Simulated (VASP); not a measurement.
Input of a VASP 6.6.1 run:

The input INCAR:

```
  ALGO = Normal
  EDIFF = 1E-6
  ENCUT = 520
  GGA = PE
  ISIF = 2
  ISMEAR = 0
  LASPH = True
  LCHARG = True
  LELF = True
  LREAL = False
  LVHAR = True
  LWAVE = False
  NBANDS = 15
  NELM = 80
  PREC = Accurate
  SIGMA = 0.02
```

File KPOINTS:

```
k-points
0
Gamma
  7 7 7
```

The input POSCAR:

```
KCl
1.0
    4.4497805500      0.0000000000      0.0000000000
    2.2248902750      3.8536229976      0.0000000000
    2.2248902750      1.2845409992      3.6332306050
K Cl
1 1
Direct
    0.0000000000      0.0000000000      0.0000000000
    0.5000000000      0.5000000000      0.5000000000
```

Potentials or basis: VASP PAW PBE potentials, release 64 (K_sv, Cl).

Command:

```console
$ cat potpaw_PBE.64/K_sv/POTCAR potpaw_PBE.64/Cl/POTCAR > POTCAR
$ mpirun -np 1 vasp_std > vasp.out
```

Problem. Predict the pressure.

Solution. 0.8 GPa.

Problem. What does it give for the band gap on the k mesh?

Solution. 5.19 eV, direct.

**What was measured.**

From a printed reference work, monograph, for a bulk crystal of KCl: band gap 8.68 eV.

A measured gap of KCl is 8.68 eV (a printed reference work, monograph); the calculated 5.19 eV misses it by -3.49 eV. The value is that of PBE on a finite k mesh, which can miss the band edges, without temperature or zero-point motion. Semilocal functionals fall short of measured gaps as a rule.
